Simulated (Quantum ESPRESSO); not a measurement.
# LiF (Griceite) (Fm-3m) in Quantum ESPRESSO: further runs, part 2 of 2

Quantum ESPRESSO 7.5. The steps go on from the part before.

## (3) Phonons, LDA

The input, pw.in:

```
&CONTROL
  calculation = 'scf'
  prefix = 'pwscf'
  outdir = './tmp'
  pseudo_dir = './pseudo'
  tprnfor = .true.
  tstress = .true.
  disk_io = 'low'
/
&SYSTEM
  ibrav = 0
  nat = 2
  ntyp = 2
  ecutwfc = 84
  nbnd = 10
  occupations = 'smearing'
  smearing = 'fd'
  degauss = 0.00367493
/
&ELECTRONS
  conv_thr = 4d-10
  electron_maxstep = 120
  mixing_beta = 0.5
/
ATOMIC_SPECIES
F     18.9984 F.upf
Li     6.9400 Li.upf
CELL_PARAMETERS angstrom
   0.0000000000    2.0140000000    2.0140000000
   2.0140000000    0.0000000000    2.0140000000
   2.0140000000    2.0140000000    0.0000000000
ATOMIC_POSITIONS angstrom
F      2.0140000000    2.0140000000    2.0140000000
Li     0.0000000000    0.0000000000    0.0000000000
K_POINTS automatic
6 6 6 1 1 1
```

The input, relax.in:

```
&CONTROL
  calculation = 'vc-relax'
  prefix = 'pwscf'
  outdir = './tmp'
  pseudo_dir = './pseudo'
  tprnfor = .true.
  tstress = .true.
  disk_io = 'low'
  nstep = 40
  forc_conv_thr = 0.0001
  etot_conv_thr = 1d-06
/
&SYSTEM
  ibrav = 0
  nat = 2
  ntyp = 2
  ecutwfc = 84
  nbnd = 10
  occupations = 'smearing'
  smearing = 'fd'
  degauss = 0.00367493
/
&ELECTRONS
  conv_thr = 4d-10
  electron_maxstep = 120
  mixing_beta = 0.5
/
&IONS
  ion_dynamics = 'bfgs'
/
&CELL
  cell_dynamics = 'bfgs'
  press = 0
  press_conv_thr = 0.2
/
ATOMIC_SPECIES
F     18.9984 F.upf
Li     6.9400 Li.upf
CELL_PARAMETERS angstrom
   0.0000000000    2.0140000000    2.0140000000
   2.0140000000    0.0000000000    2.0140000000
   2.0140000000    2.0140000000    0.0000000000
ATOMIC_POSITIONS angstrom
F      2.0140000000    2.0140000000    2.0140000000
Li     0.0000000000    0.0000000000    0.0000000000
K_POINTS automatic
6 6 6 1 1 1
```

The input, scf2.in:

```
&CONTROL
  calculation = 'scf'
  prefix = 'pwscf'
  outdir = './tmp'
  pseudo_dir = './pseudo'
  tprnfor = .true.
  tstress = .true.
  disk_io = 'low'
/
&SYSTEM
  ibrav = 0
  nat = 2
  ntyp = 2
  ecutwfc = 84
  nbnd = 10
  occupations = 'fixed'
/
&ELECTRONS
  conv_thr = 1d-13
  electron_maxstep = 120
  mixing_beta = 0.5
  startingpot = 'file'
  startingwfc = 'file'
/
ATOMIC_SPECIES
F     18.9984 F.upf
Li     6.9400 Li.upf
CELL_PARAMETERS angstrom
   0.0000000000    1.9524355439    1.9524355439
   1.9524355439    0.0000000000    1.9524355439
   1.9524355439    1.9524355439    0.0000000000
ATOMIC_POSITIONS angstrom
F      1.9524355439    1.9524355439    1.9524355439
Li     0.0000000000    0.0000000000    0.0000000000
K_POINTS automatic
6 6 6 1 1 1
```

The input, ph.in:

```
phonons of LiF
&INPUTPH
  prefix = 'pwscf'
  outdir = './tmp'
  tr2_ph = 1d-18
  fildyn = 'dyn'
  niter_ph = 90
  alpha_mix(1) = 0.7
/
0.5303300859 0.5303300859 -0.0000000000
```

Potentials or basis: PseudoDojo 0.4.1 SR LDA standard.

Started as:

```
> OMP_NUM_THREADS=1 pw.x -in pw.in > pw.out
> OMP_NUM_THREADS=1 pw.x -in relax.in > relax.out
> OMP_NUM_THREADS=1 pw.x -in scf2.in > scf2.out
> OMP_NUM_THREADS=1 ph.x -in ph.in > ph.out
```

pw.out:

```text
This program is part of the open-source Quantum ESPRESSO suite
     for quantum simulation of materials; please cite
[... 9 lines left out ...]
     --------------------
     sticks:   dense  smooth     PW     G-vecs:    dense   smooth      PW
     Sum         673     673    211                11575    11575    2085

     Using Slab Decomposition

     bravais-lattice index     =            0
     lattice parameter (alat)  =       5.3824  a.u.
     unit-cell volume          =     110.2567 (a.u.)^3
     number of atoms/cell      =            2
     number of atomic types    =            2
     number of electrons       =        10.00
     number of Kohn-Sham states=           10
     kinetic-energy cutoff     =      84.0000  Ry
     charge density cutoff     =     336.0000  Ry
     scf convergence threshold =      4.0E-10
     mixing beta               =       0.5000
     number of iterations used =            8  plain     mixing
     Exchange-correlation= SLA  PW   NOGX NOGC
                           (   1   4   0   0   0   0   0)
[... 227 lines left out ...]
    20.2119  20.8396

          k =-0.5303 0.1768-0.0589 (  1435 PWs)   bands (ev):

   -39.1026 -18.4118  -1.9478  -0.6921  -0.2281  13.5726  16.1229  18.5755
    19.8822  22.9775

          k =-0.4125 0.0589 0.0589 (  1429 PWs)   bands (ev):
[... 51 lines left out ...]
   -39.1052 -18.4896  -1.9202  -0.4475   0.1456  12.0111  16.1295  19.2101
    19.2268  28.2025

     the Fermi energy is     4.0638 ev

!    total energy              =     -63.66078924 Ry
     estimated scf accuracy    <          4.0E-12 Ry
     smearing contrib. (-TS)   =       0.00000000 Ry
     internal energy E=F+TS    =     -63.66078924 Ry

     The total energy is F=E-TS. E is the sum of the following terms:
     one-electron contribution =     -25.03635595 Ry
     hartree contribution      =      16.43543631 Ry
     xc contribution           =     -14.11159294 Ry
     ewald contribution        =     -40.94827666 Ry

     convergence has been achieved in   9 iterations

     Forces acting on atoms (cartesian axes, Ry/au):

     atom    1 type  1   force =     0.00000000    0.00000000   -0.00000000
     atom    2 type  2   force =    -0.00000000   -0.00000000    0.00000000

     Total force =     0.000000     Total SCF correction =     0.000000

     Computing stress (Cartesian axis) and pressure

          total   stress  (Ry/bohr**3)                   (kbar)     P=      -66.61
  -0.00045282  -0.00000000  -0.00000000          -66.61       -0.00       -0.00
  -0.00000000  -0.00045282  -0.00000000           -0.00      -66.61       -0.00
  -0.00000000  -0.00000000  -0.00045282           -0.00       -0.00      -66.61

=------------------------------------------------------------------------------=
   JOB DONE.
=------------------------------------------------------------------------------=
```

scf2.out:

```text
This program is part of the open-source Quantum ESPRESSO suite
     for quantum simulation of materials; please cite
[... 9 lines left out ...]
     --------------------
     sticks:   dense  smooth     PW     G-vecs:    dense   smooth      PW
     Sum         637     637    199                10417    10417    1893
[... 292 lines left out ...]
  -0.00000067   0.00000000   0.00000000           -0.10        0.00        0.00
   0.00000000  -0.00000067   0.00000000            0.00       -0.10        0.00
   0.00000000   0.00000000  -0.00000067            0.00        0.00       -0.10

=------------------------------------------------------------------------------=
   JOB DONE.
=------------------------------------------------------------------------------=
```

Wall time 4.8 min (1 thread of Arm Neoverse V2, shared host); peak memory 0.08 GiB.

Results:

```
Free energy                                 : -866.1818 eV
Relaxed volume                              : 7.44 Å³/atom
Relaxed cell                                : a = 2.761 Å, b = 2.761 Å, c = 2.761 Å, α = 60.00°, β = 60.00°, γ = 60.00°
Space group after relaxing (to 0.05 Å)      : Fm-3m (No. 225)
Pressure after relaxing                     : 0.0 GPa
Highest phonon frequency at the q point run : 453 cm⁻¹
```

The path:
```csv
step,energy change (eV),largest force (eV/Å),pressure (GPa),volume (Å³)
1,0.0000,0.0000,-6.66,16.34
2,-0.0193,0.0000,-4.53,15.79
3,-0.0325,0.0000,-0.60,14.99
4,-0.0327,0.0000,0.06,14.87
5,-0.0327,0.0000,0.00,14.89
```

Final structure:
```yaml
crystal:
  lattice:
    - [0.00000, 1.95244, 1.95244]
    - [1.95244, 0.00000, 1.95244]
    - [1.95244, 1.95244, 0.00000]
  atoms:
    - { symbol: F, position: [0.50000, 0.50000, 0.50000] }
    - { symbol: Li, position: [0.00000, 0.00000, 0.00000] }
```

Phonon frequencies in cm⁻¹ (negative: imaginary):
```
              q point              frequencies
(0.375, 0.375, 0.750)  255 325 355 356 446 453
```

Phonon modes at q = (0.375, 0.375, 0.750) in reciprocal lattice units:
```tsv
mode	symmetry	cm⁻¹
1	B_1	255
2	A_1	325
3	B_2	355
4	B_1	356
5	A_1	446
6	B_2	453
```

## (4) Phonons, LDA

pw.in is that of step 3.

relax.in is that of step 3.

scf2.in is that of step 3.

ph.in: that of step 3 with these lines changed.

```diff
@@ -9,2 +9,2 @@
 /
-0.5303300859 0.5303300859 -0.0000000000
+0.3535533906 0.3535533906 0.3535533906
```

Potentials or basis: PseudoDojo 0.4.1 SR LDA standard.

Started as:

```
> OMP_NUM_THREADS=1 pw.x -in pw.in > pw.out
> OMP_NUM_THREADS=1 pw.x -in relax.in > relax.out
> OMP_NUM_THREADS=1 pw.x -in scf2.in > scf2.out
> OMP_NUM_THREADS=1 ph.x -in ph.in > ph.out
```

pw.out:

```text
This program is part of the open-source Quantum ESPRESSO suite
     for quantum simulation of materials; please cite
[... 9 lines left out ...]
     --------------------
     sticks:   dense  smooth     PW     G-vecs:    dense   smooth      PW
     Sum         673     673    211                11575    11575    2085

     Using Slab Decomposition

     bravais-lattice index     =            0
     lattice parameter (alat)  =       5.3824  a.u.
     unit-cell volume          =     110.2567 (a.u.)^3
     number of atoms/cell      =            2
     number of atomic types    =            2
     number of electrons       =        10.00
     number of Kohn-Sham states=           10
     kinetic-energy cutoff     =      84.0000  Ry
     charge density cutoff     =     336.0000  Ry
     scf convergence threshold =      4.0E-10
     mixing beta               =       0.5000
     number of iterations used =            8  plain     mixing
     Exchange-correlation= SLA  PW   NOGX NOGC
                           (   1   4   0   0   0   0   0)

     celldm(1)=   5.382367  celldm(2)=   0.000000  celldm(3)=   0.000000
     celldm(4)=   0.000000  celldm(5)=   0.000000  celldm(6)=   0.000000

     crystal axes: (cart. coord. in units of alat)
               a(1) = (   0.000000   0.707107   0.707107 )
               a(2) = (   0.707107   0.000000   0.707107 )
               a(3) = (   0.707107   0.707107   0.000000 )

     reciprocal axes: (cart. coord. in units 2 pi/alat)
               b(1) = ( -0.707107  0.707107  0.707107 )
               b(2) = (  0.707107 -0.707107  0.707107 )
               b(3) = (  0.707107  0.707107 -0.707107 )

     PseudoPot. # 1 for F  read from file:
     F.upf
     Pseudo is Norm-conserving + core correction, Zval =  7.0
     Generated using ONCVPSP code by D. R. Hamann
     Using radial grid of  824 points,  5 beta functions with:
                l(1) =   0
                l(2) =   0
                l(3) =   1
                l(4) =   1
                l(5) =   2

     PseudoPot. # 2 for Li read from file:
     Li.upf
     Pseudo is Norm-conserving, Zval =  3.0
     Generated using ONCVPSP code by D. R. Hamann
     Using radial grid of 1944 points,  4 beta functions with:
                l(1) =   0
                l(2) =   0
                l(3) =   1
                l(4) =   1

     atomic species   valence    mass     pseudopotential
     F                 7.00    18.99840     F ( 1.00)
     Li                3.00     6.94000     Li( 1.00)

     48 Sym. Ops., with inversion, found

   Cartesian axes

     site n.     atom                  positions (alat units)
         1        F      tau(   1) = (   0.7071068   0.7071068   0.7071068  )
         2        Li     tau(   2) = (   0.0000000   0.0000000   0.0000000  )

     number of k points=    28  Fermi-Dirac smearing, width (Ry)=  0.0037
                       cart. coord. in units 2pi/alat
        k(    1) = (   0.0589256   0.0589256   0.0589256), wk =   0.0185185
        k(    2) = (   0.1767767   0.1767767  -0.0589256), wk =   0.0555556
        k(    3) = (   0.2946278   0.2946278  -0.1767767), wk =   0.0555556
        k(    4) = (  -0.2946278  -0.2946278   0.4124790), wk =   0.0555556
        k(    5) = (  -0.1767767  -0.1767767   0.2946278), wk =   0.0555556
        k(    6) = (  -0.0589256  -0.0589256   0.1767767), wk =   0.0555556
[... 20 lines left out ...]
        k(   27) = (   0.2946278   0.2946278   0.2946278), wk =   0.0185185
        k(   28) = (  -0.2946278  -0.2946278   0.8838835), wk =   0.0555556

     Dense  grid:    11575 G-vectors     FFT dimensions: (  32,  32,  32)

     Initial potential from superposition of free atoms

     starting charge       9.9953, renormalised to      10.0000
     Starting wfcs are    6 randomized atomic wfcs +    4 random wfcs

     Self-consistent Calculation

     iteration #  1     ecut=    84.00 Ry     beta= 0.50
     Davidson diagonalization with overlap
     ethr =  1.00E-02,  avg # of iterations =  5.0

     total energy              =     -63.63145686 Ry
     estimated scf accuracy    <       0.10412869 Ry

     iteration #  2     ecut=    84.00 Ry     beta= 0.50
     Davidson diagonalization with overlap
     ethr =  1.04E-03,  avg # of iterations =  2.0

     total energy              =     -63.65902304 Ry
     estimated scf accuracy    <       0.01246448 Ry

     iteration #  3     ecut=    84.00 Ry     beta= 0.50
     Davidson diagonalization with overlap
     ethr =  1.25E-04,  avg # of iterations =  1.2
[... 29 lines left out ...]
     total energy              =     -63.66078924 Ry
     estimated scf accuracy    <          7.2E-09 Ry

     iteration #  8     ecut=    84.00 Ry     beta= 0.50
     Davidson diagonalization with overlap
     ethr =  7.17E-11,  avg # of iterations =  1.8

     total energy              =     -63.66078924 Ry
     estimated scf accuracy    <          7.8E-10 Ry

     iteration #  9     ecut=    84.00 Ry     beta= 0.50
     Davidson diagonalization with overlap
     ethr =  7.75E-12,  avg # of iterations =  2.0

     End of self-consistent calculation

          k = 0.0589 0.0589 0.0589 (  1435 PWs)   bands (ev):

   -39.1749 -18.9809   0.2937   0.4844   0.4844   9.5678  21.8680  23.0324
    23.0324  25.3077

          k = 0.1768 0.1768-0.0589 (  1422 PWs)   bands (ev):

   -39.1536 -18.8474  -0.4884   0.2189   0.4766  10.4145  18.8008  20.9036
    21.3849  25.9239

          k = 0.2946 0.2946-0.1768 (  1435 PWs)   bands (ev):

   -39.1210 -18.6281  -1.6369   0.0601   0.3412  11.1754  16.8461  19.5117
    19.5436  28.5266

          k =-0.2946-0.2946 0.4125 (  1440 PWs)   bands (ev):

   -39.1096 -18.5467  -2.0147   0.0908   0.2144  11.2343  16.6714  19.0732
    19.0744  29.2835

          k =-0.1768-0.1768 0.2946 (  1425 PWs)   bands (ev):

   -39.1309 -18.6951  -1.3133   0.2180   0.2648  11.0576  17.2840  19.8928
    19.9983  26.1259

          k =-0.0589-0.0589 0.1768 (  1424 PWs)   bands (ev):

   -39.1636 -18.9094  -0.0895   0.3525   0.4040  10.0730  20.2464  21.6909
    21.9345  23.5298

          k = 0.2946 0.0589 0.0589 (  1431 PWs)   bands (ev):

   -39.1443 -18.7723  -0.6745   0.1266   0.1419  11.0322  18.8240  20.4509
    20.8300  22.1475

          k = 0.4125 0.1768-0.0589 (  1430 PWs)   bands (ev):

   -39.1182 -18.5693  -1.4715  -0.3818   0.0384  12.2627  16.7352  19.3155
    20.0218  23.5760

          k =-0.1768-0.4125 0.5303 (  1439 PWs)   bands (ev):

   -39.1014 -18.4375  -1.8838  -0.7492  -0.0100  12.7265  15.8695  19.0263
    19.3758  26.6373

          k =-0.0589-0.2946 0.4125 (  1435 PWs)   bands (ev):

   -39.1108 -18.5216  -1.5431  -0.7328   0.1710  12.3546  15.9991  19.3487
    19.6181  26.7939

          k = 0.0589-0.1768 0.2946 (  1427 PWs)   bands (ev):

   -39.1369 -18.7280  -0.9653  -0.0490   0.3344  11.1515  17.6120  20.1624
    20.4388  24.5871

          k = 0.5303 0.0589 0.0589 (  1428 PWs)   bands (ev):

   -39.1046 -18.4122  -2.0641  -0.4413  -0.3482  13.6877  16.8233  18.4569
    20.2388  20.9752

          k =-0.0589-0.5303 0.6482 (  1434 PWs)   bands (ev):

   -39.0938 -18.3114  -2.2530  -0.8738  -0.3720  14.7221  15.6991  17.9796
    19.8468  22.7094

          k = 0.0589-0.4125 0.5303 (  1440 PWs)   bands (ev):

   -39.0966 -18.3748  -1.7400  -1.2656  -0.1060  13.7170  15.3226  18.8723
    19.4352  26.1280

          k = 0.1768-0.2946 0.4125 (  1439 PWs)   bands (ev):

   -39.1102 -18.5342  -1.8415  -0.2483   0.1776  11.7545  16.3733  19.2070
    19.3700  27.5863

          k =-0.6482 0.0589 0.0589 (  1423 PWs)   bands (ev):

   -39.0944 -18.2981  -2.4744  -0.5874  -0.4726  14.7566  16.3636  17.8523
    20.2119  20.8396

          k =-0.5303 0.1768-0.0589 (  1435 PWs)   bands (ev):

   -39.1026 -18.4118  -1.9478  -0.6921  -0.2281  13.5726  16.1229  18.5755
    19.8822  22.9775

          k =-0.4125 0.0589 0.0589 (  1429 PWs)   bands (ev):

   -39.1227 -18.5913  -1.3907  -0.1773  -0.1299  12.3138  17.6601  19.3014
    20.3939  21.3499

          k = 0.1768 0.1768 0.1768 (  1423 PWs)   bands (ev):

   -39.1452 -18.7957  -0.8906   0.3825   0.3825  10.5741  18.0643  20.6277
    20.6277  27.1391

          k = 0.2946 0.2946 0.0589 (  1423 PWs)   bands (ev):

   -39.1244 -18.6405  -1.2755  -0.3618   0.3699  11.5474  16.6448  19.8398
    19.8762  27.8499

          k =-0.2946-0.2946 0.6482 (  1441 PWs)   bands (ev):

   -39.1029 -18.4506  -1.6118  -1.0736   0.1032  12.8231  15.5505  19.3602
    19.3842  27.5582
[... 8 lines left out ...]
   -39.1151 -18.5599  -1.6692  -0.1650   0.0263  11.9540  16.5859  19.2805
    19.7068  25.0074

          k =-0.1768-0.4125 0.7660 (  1438 PWs)   bands (ev):

   -39.0995 -18.4016  -1.7462  -1.0921  -0.1029  13.5060  15.5949  18.7258
    19.5076  26.0813

          k =-0.0589-0.2946 0.6482 (  1436 PWs)   bands (ev):

   -39.0933 -18.3246  -1.8554  -1.3335  -0.2718  14.6722  15.3003  17.9819
    19.4940  25.7518

          k =-0.7660 0.1768 0.1768 (  1440 PWs)   bands (ev):

   -39.0947 -18.3382  -2.0541  -1.0455  -0.2375  14.2737  15.2886  18.6590
    19.7197  23.6983

          k = 0.2946 0.2946 0.2946 (  1428 PWs)   bands (ev):

   -39.1154 -18.5973  -1.9107   0.2861   0.2861  10.9415  16.9306  19.1669
    19.1669  29.8070

          k =-0.2946-0.2946 0.8839 (  1437 PWs)   bands (ev):

   -39.1052 -18.4896  -1.9202  -0.4475   0.1456  12.0111  16.1295  19.2101
    19.2268  28.2025

     the Fermi energy is     4.0638 ev

!    total energy              =     -63.66078924 Ry
     estimated scf accuracy    <          4.0E-12 Ry
     smearing contrib. (-TS)   =       0.00000000 Ry
     internal energy E=F+TS    =     -63.66078924 Ry

     The total energy is F=E-TS. E is the sum of the following terms:
     one-electron contribution =     -25.03635595 Ry
     hartree contribution      =      16.43543631 Ry
     xc contribution           =     -14.11159294 Ry
     ewald contribution        =     -40.94827666 Ry

     convergence has been achieved in   9 iterations

     Forces acting on atoms (cartesian axes, Ry/au):

     atom    1 type  1   force =     0.00000000    0.00000000   -0.00000000
     atom    2 type  2   force =    -0.00000000   -0.00000000    0.00000000

     Total force =     0.000000     Total SCF correction =     0.000000

     Computing stress (Cartesian axis) and pressure

          total   stress  (Ry/bohr**3)                   (kbar)     P=      -66.61
  -0.00045282  -0.00000000  -0.00000000          -66.61       -0.00       -0.00
  -0.00000000  -0.00045282  -0.00000000           -0.00      -66.61       -0.00
  -0.00000000  -0.00000000  -0.00045282           -0.00       -0.00      -66.61

=------------------------------------------------------------------------------=
   JOB DONE.
=------------------------------------------------------------------------------=
```

It took 1.8 min on 1 thread of Arm Neoverse V2, shared host; peak memory 0.08 GiB.

What came out:

| Property | Result |
| --- | --- |
| Free energy | -866.1818 eV |
| Relaxed volume | 7.44 Å³/atom |
| Relaxed cell | a = 2.761 Å, b = 2.761 Å, c = 2.761 Å, α = 60.00°, β = 60.00°, γ = 60.00° |
| Space group after relaxing (to 0.05 Å) | Fm-3m (No. 225) |
| Pressure after relaxing | 0.0 GPa |
| Highest phonon frequency at the q point run | 628 cm⁻¹ |

The path:
| step | energy change (eV) | largest force (eV/Å) | pressure (GPa) | volume (Å³) |
| --- | --- | --- | --- | --- |
| 1 | 0.0000 | 0.0000 | -6.66 | 16.34 |
| 2 | -0.0193 | 0.0000 | -4.53 | 15.79 |
| 3 | -0.0325 | 0.0000 | -0.60 | 14.99 |
| 4 | -0.0327 | 0.0000 | 0.06 | 14.87 |
| 5 | -0.0327 | 0.0000 | 0.00 | 14.89 |

Final structure:
```xyz
2
Lattice="0.0000 1.9524 1.9524 1.9524 0.0000 1.9524 1.9524 1.9524 0.0000" Properties=species:S:1:pos:R:3 pbc="T T T"
F     1.9524    1.9524    1.9524
Li    0.0000    0.0000    0.0000
```

Levels at points of the mesh, in eV from the valence-band top:
| k point | band 1 | band 2 | band 3 | band 4 | band 5 | band 6 | band 7 | band 8 | band 9 | band 10 |
| --- | --- | --- | --- | --- | --- | --- | --- | --- | --- | --- |
| (0.08, 0.08, 0.08) | -39.49 | -19.72 | -0.21 | 0.00 | 0.00 | 9.97 | 22.31 | 23.61 | 23.61 | 25.88 |

Phonon frequencies in cm⁻¹ (negative: imaginary):
```tsv
q point	frequencies
(0.500, 0.500, 0.500)	232 232 320 320 399 628
```

Phonon modes at q = (0.500, 0.500, 0.500) in reciprocal lattice units:
```csv
mode,symmetry,cm⁻¹
1,E_g,232
2,E_g,232
3,E_u,320
4,E_u,320
5,A_1g,399
6,A_2u,628
```

## (5) Comparison with measurements

Step 2. Measured high-frequency dielectric constant of LiF: 1.93 (a printed reference work, monograph). This calculation gives 2.11 (+9.5 %).
